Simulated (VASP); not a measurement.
# Au: an input that fails (relaxed cell and band gap)

Au, Fm-3m (no. 225), 1 atom in the cell.

INCAR:
```
SYSTEM = Au
PREC = Accurate ; ENCUT = 600
EDIFF = 1E-7 ; ISMEAR = 1
SIGMA = 0.1 ; LREAL = .False.
LASPH = .True. ; GGA_COMPAT = .False.
ALGO = Normal ; NELM = 80
ISIF = 3 ; LWAVE = .False.
LCHARG = .False. ; XC = PE PS
XC_C = 0.5 ; IBRION = 2
EDIFFG = -0.005 ; NSW = 20
```

KPOINTS:
```
k-points
0
Gamma
  11 11 11
```

POSCAR:
```
Au
1.0
    0.0000000000      2.0350000000      2.0350000000
    2.0350000000      0.0000000000      2.0350000000
    2.0350000000      2.0350000000      0.0000000000
Au
1
Direct
    0.0000000000      0.0000000000      0.0000000000
```

Commands:
```
cat potpaw_PBE.64/Au/POTCAR > POTCAR
mpirun -np 1 vasp_std > vasp.out
```

VASP stops with:
```
Error reading item XC_C from file INCAR. Error code was IERR= 5 ... . ---->  I REFUSE TO CONTINUE WITH THIS SICK JOB ... BYE!!! <----
```

Cause: wrong count of factors.
